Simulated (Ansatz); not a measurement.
**What DFT gives for TiPbO₃**

```
Pb Ti O
1.0
     3.93400    3.93400    0.00000
     0.00000    3.93400    3.93400
     3.93400    0.00000    3.93400
Pb Ti O
2 2 6
Cartesian
  0.0000 0.0000 0.0000
  3.9340 3.9340 3.9340
  1.9670 1.9670 1.9670
  5.9010 5.9010 5.9010
  0.0000 1.9670 1.9670
  3.9340 1.9670 1.9670
  1.9670 0.0000 1.9670
  1.9670 3.9340 1.9670
  1.9670 1.9670 3.9340
  1.9670 1.9670 0.0000
```

The numbers come from plane-wave PAW DFT (Ansatz): r2SCAN, with U = 5.26 eV and J = 0.93 eV on Ti d (all-electron-ortho-atomic projectors), no spin polarisation, 500 eV, 6×6×6 Γ-centred k points, fermi-dirac occupations (width 0.1 eV). Nothing was relaxed.

Question: Describe some of the short contacts.

Answer: Ti–O at 1.97 Å: least valence density 0.69 e/Å³ and ELF 0.21 there. Pb–O at 2.78 Å: least valence density 0.17 e/Å³ and ELF 0.10 there, a closed-shell (ionic or weak) contact. Both are smooth PAW fields, read partly inside the augmentation spheres.

Question: How is the charge shared?

Answer: Bader charges in e: Ti +2.49, Pb +1.44, O -1.31. In the mean Ti gives up most and O takes most.

Question: What does the stress say?

Answer: The pressure is 1.8 GPa (compression positive), so with the atoms held at these fractions the cell would first expand.

Question: Is there a gap, and of what kind?

Answer: The gap is 2.54 eV, indirect (the least direct gap found is 2.55 eV). A semilocal functional usually gives too small a gap.

Origin: a database entry at a rescaled volume. Caveats: no spin-orbit coupling, which can shift this gap by tenths of an eV.
